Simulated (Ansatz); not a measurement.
A relaxation computed with Ansatz, from input to last step.

```yaml
crystal:
  lattice:
    - [2.2071926017, 2.2071926017, 0.0]
    - [-2.2071926017, 2.2071926017, 0.0]
    - [0.0, 0.0, 4.2758946871]
  atoms:
    - { symbol: Ti, position: [0.0, 0.0, 0.0] }
    - { symbol: Ti, position: [0.5, 0.5, 0.5] }
    - { symbol: C, position: [0.5, 0.5, 0.0] }
    - { symbol: C, position: [0.0, 0.0, 0.5] }
basis:
  ecutwfc: 500
kpoints:
  mp_grid: { grid: [18, 18, 12] }
hamiltonian:
  xc: r2scan
scf:
  occupations: { method: gaussian, width: 0.1 }
output:
  forces: true
  stress: true
  eigenvalues: true
relax:
  adjacent_minimum: "off"
  f_tol: 0.008
  max_steps: 40
  cell: { stress_tol: 0.015, fix: [a, b, gamma] }
```

```bash
ansatz run input.yaml --threads 1 --pin off --max-ram 2560MiB --backend cpu --events-out ev --progress --plain --runs-dir out
```

Computed with DFT r2SCAN, scalar-relativistic, plane waves, PAW in Ansatz.

Of 4 frames 3 are shown, positions in Å and forces in eV/Å; the SCF threshold varies from step to step. Steps run on the plane waves of an earlier cell, with a Pulay correction in the pressure. The basis is chosen afresh for the last frame, the zero of the energies, and at times for earlier ones too; energy and pressure step there, also at an unchanged geometry.

```xyz
4
Lattice="2.2072 2.2072 0.0000 -2.2072 2.2072 0.0000 0.0000 0.0000 4.2759" Properties=species:S:1:pos:R:3:forces:R:3 pbc="T T T" step=1 free_energy_over_end_meV_per_atom=0.12 pressure_GPa=-6.38
Ti    0.0000    0.0000    0.0000    0.0000    0.0000    0.0000
Ti    0.0000    2.2072    2.1379    0.0000    0.0000    0.0000
C     0.0000    2.2072    0.0000    0.0000    0.0000    0.0000
C     0.0000    0.0000    2.1379    0.0000    0.0000    0.0000
4
Lattice="2.2072 2.2072 0.0000 -2.2072 2.2072 0.0000 0.0000 0.0000 4.2830" Properties=species:S:1:pos:R:3:forces:R:3 pbc="T T T" step=2 free_energy_over_end_meV_per_atom=0.02 pressure_GPa=-6.82
Ti    0.0000    0.0000    0.0000    0.0000    0.0000    0.0000
Ti    0.0000    2.2072    2.1415    0.0000    0.0000    0.0000
C     0.0000    2.2072    0.0000    0.0000    0.0000    0.0000
C     0.0000    0.0000    2.1415    0.0000    0.0000    0.0000
4
Lattice="2.2072 2.2072 0.0000 -2.2072 2.2072 0.0000 0.0000 0.0000 4.2870" Properties=species:S:1:pos:R:3:forces:R:3 pbc="T T T" step=4 free_energy_over_end_meV_per_atom=0.00 pressure_GPa=-7.06
Ti    0.0000    0.0000    0.0000    0.0000    0.0000    0.0000
Ti    0.0000    2.2072    2.1435    0.0000    0.0000    0.0000
C     0.0000    2.2072    0.0000    0.0000    0.0000    0.0000
C     0.0000    0.0000    2.1435    0.0000    0.0000    0.0000
```

Time: 4.6 min on 1 thread of Intel(R) Xeon(R) Processor @ 2.50GHz (Skylake/Cascade Lake) (shared host), peak memory 0.72 GiB.